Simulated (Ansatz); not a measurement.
Write the native input for Ansatz 0.2.0 that does the following.

```
Task                : relaxation of the atoms
Functional          : PBE
Potentials or basis : Ansatz PAW
Cutoff              : 420 eV (not typed: the program's choice for these potentials)
k mesh              : 7 × 7 × 7
Occupations         : fermi-dirac, width 0.05 eV
Spin                : no spin polarisation
```

Crystal: KBr.

```
Br K
1.0
     0.00000    3.30000    3.30000
     3.26700    0.00000    3.30000
     3.26700    3.30000    0.00000
Br K
1 1
Direct
  0.50000 0.50000 0.50000
  0.00000 0.00000 0.00000
```

The cell isn't the ideal one: strained by -1 %.

The input as run:

input.yaml

```yaml
crystal:
  lattice:
    - [0.0, 3.3, 3.3]
    - [3.267, 0.0, 3.3]
    - [3.267, 3.3, 0.0]
  atoms:
    - { symbol: Br, position: [0.5, 0.5, 0.5] }
    - { symbol: K, position: [0.0, 0.0, 0.0] }
hamiltonian:
  xc: pbe
  pseudopotentials: { kind: paw }
kpoints:
  mp_grid: { grid: [7, 7, 7] }
scf:
  occupations: { method: fermi_dirac, width: 0.05 }
output:
  forces: true
  stress: true
  eigenvalues: true
relax:
  f_tol: 0.01
  max_steps: 40
```

Potentials or basis: Ansatz PAW.

Command:

```console
$ ansatz run input.yaml --threads 2 --pin off --max-ram 5632MiB --backend cpu --events-out ev --progress --plain --runs-dir out
```

It gave:

```json
{
 "Pressure after relaxing": "0.9 GPa",
 "Band gap on the k mesh": "4.46 eV, direct"
}
```

Caveat: the relaxation stopped at its first step, so nothing moved; odd divisions of the mesh miss points on the zone boundary, where band edges often lie, so the gap on the mesh can be too wide; the thresholds are loose for stress.

It took 0.72 s on 2 threads of Intel(R) Xeon(R) 6975P-C (Granite Rapids), with other jobs on the host, peak memory 0.4 GiB.
